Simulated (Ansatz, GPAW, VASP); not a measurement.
## GaSb: 3 runs at one level of theory

```xyz
2
Lattice="0.0000 3.0590 3.0590 3.0590 0.0000 3.0590 3.0590 3.0590 0.0000" Properties=species:S:1:pos:R:3 pbc="T T T"
Sb    4.5885    4.5885    4.5885
Ga    0.0000    0.0000    0.0000
```

Alike in all runs: task single point; functional PBE; k mesh 8 × 8 × 8; occupations gaussian, width 0.016 eV; no spin polarisation; no spin-orbit coupling. Pressure is positive in compression and, in plane waves, holds the error of the finite cutoff.

| program and potentials | plane-wave cutoff (eV) | notes | band gap (eV) | pressure (GPa) |
| --- | --- | --- | --- | --- |
| GPAW, GPAW PAW data sets (gpaw-data 1.2.1) | 600 | - | 0.09 | 2.31 |
| Ansatz, all-electron LAPW, scalar-relativistic | - | - | 0.04 | 2.30 |
| VASP, PBE PAW files Ga_d, Sb, 520 eV | 520 | - | 0.04 | 2.37 |

The band gap spans 0.04 (VASP, PBE PAW files Ga_d, Sb, 520 eV) to 0.09 eV (GPAW, GPAW PAW data sets (gpaw-data 1.2.1)), with all-electron results at 0.04. The pressure spans 2.30 (Ansatz, all-electron LAPW, scalar-relativistic) to 2.37 GPa (VASP, PBE PAW files Ga_d, Sb, 520 eV), with all-electron results at 2.30. Spin-orbit coupling, left out here, moves the band edges of heavy atoms.

Differences between rows come from potentials, basis sets and numerical settings, since the functional is the same but for its coding. Runs on potential files found faulty are left out.

All three runs put GaSb on the verge of closing its gap, whereas the real crystal is a clear direct-gap semiconductor. The likely cause is PBE itself, whose Kohn–Sham gap lacks the derivative discontinuity; the all-electron value of 0.04 eV shows that the potential files are not to blame. The conduction-band minimum at Γ is an antibonding state of largely s character, while the valence-band top is mainly Sb p, so the gap depends strongly on bond length.

The positive pressures mean that this cell is smaller than PBE would choose, in keeping with the functional's usual underbinding of such semiconductors. Since expansion lowers the antibonding s level, relaxing the cell would probably shrink the gap further or close it.

Agreement on one property does not carry over to the other: VASP matches the all-electron gap but GPAW comes closer in pressure. The spread in gap is small in absolute terms, yet comparable to the gap itself, so these values support neither a reliable optical threshold nor a semimetallic ground state.
